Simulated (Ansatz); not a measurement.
## What DFT gives for CsCl

```xyz
2
Lattice="4.1735 0.0000 0.0000 0.0000 4.1735 0.0000 0.0000 0.0000 4.1735" Properties=species:S:1:pos:R:3 pbc="T T T"
Cs    0.0000    0.0000    0.0000
Cl    2.0867    2.0867    2.0867
```

Level: r2SCAN, no spin polarisation; 500 eV; 6×6×6 Γ-centred mesh; cold occupations (width 0.0215 eV); Ansatz 0.2.0, fixed geometry.

**Charges.** Bader charges in e: Cs +0.86, Cl -0.86. In the mean Cs gives up most and Cl takes most.
**Formation energy.** -2.25 eV an atom against the elements' usual phases (free molecules for gases, crystals otherwise, with no correction for O₂ or N₂), so it is bound against them; other compounds may still compete. Relaxing would lower it.
**Electronic structure.** The gap is 5.89 eV, direct at the points sampled. A semilocal functional usually gives too small a gap.
**Stress.** The pressure is -0.4 GPa (compression positive), so with the atoms held at these fractions the cell is close to zero pressure.
**Forces.** The forces vanish by the symmetry of the sites.

Origin: a database entry at a rescaled volume.
